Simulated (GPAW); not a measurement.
Bi: optical spectrum with PBEsol

Crystal: Bi.

```xyz
1
Lattice="-1.9814 1.9814 1.9814 1.9814 -1.9814 1.9814 1.9814 1.9814 -1.9814" Properties=species:S:1:pos:R:3 pbc="T T T"
Bi    0.0000    0.0000    0.0000
```

This isn't the form of Bi at room conditions, which is rhombohedral.

| Item | Value |
| --- | --- |
| Program | GPAW 26.7.0 |
| Task | optical spectrum |
| Functional | PBEsol |
| Potentials or basis | PAW data sets generated in the run's folder for this functional |
| Cutoff | 450 eV |
| Basis | pw |
| k mesh | 8 × 8 × 8 |
| Occupations | fermi-dirac, width 0.05 eV |
| Spin | no spin polarisation |
| Eta | 0.1 eV |
| Response ecut | 50 eV |
| Scissors | 0 eV |
| Kernel | RPA |
| Maxiter | 150 |
| Response k mesh | 24 × 24 × 24 |
| Domega0 | 0.05 eV |
| Omega2 | 10 eV |
| Response bands | 18 |
| Directions | ["x"] |
| Intraband | yes |

The band gap on the k mesh is none (metal or under the smearing width).

Dielectric function (mean over the directions given):
```csv
energy (eV),real part,imaginary part
0.88,-120.11,54.96
1.54,-35.20,24.83
2.18,-19.93,16.74
2.79,-14.95,14.28
3.43,-14.50,8.16
4.03,-10.19,4.16
4.65,-5.55,3.30
5.31,-5.64,4.10
5.91,-5.04,2.74
6.55,-4.09,1.64
7.12,-3.23,1.24
7.81,-2.46,0.97
8.43,-1.85,0.60
9.08,-1.31,0.59
9.66,-0.94,0.43
10.26,-0.63,0.56
10.88,-0.50,0.68
11.52,-0.31,0.67
12.19,-0.32,0.68
12.77,-0.18,0.64
13.48,-0.19,0.69
14.10,-0.19,0.62
14.73,-0.15,0.48
15.39,-0.08,0.39
16.08,0.00,0.30
16.78,0.09,0.24
17.51,0.19,0.19
18.27,0.26,0.13
19.06,0.37,0.09
19.87,0.47,0.09
```

It took 3.2 min on 1 thread of Intel(R) Xeon(R) Platinum 8259CL CPU @ 2.50GHz (Skylake/Cascade Lake), on a shared host, peak memory 0.41 GiB.

Caveat: the intraband term hangs on this k mesh; the long-wavelength limit can be off by a per cent or two; independent-particle spectra lack excitons; spin-orbit coupling is left out, which moves the levels of the heavy elements.
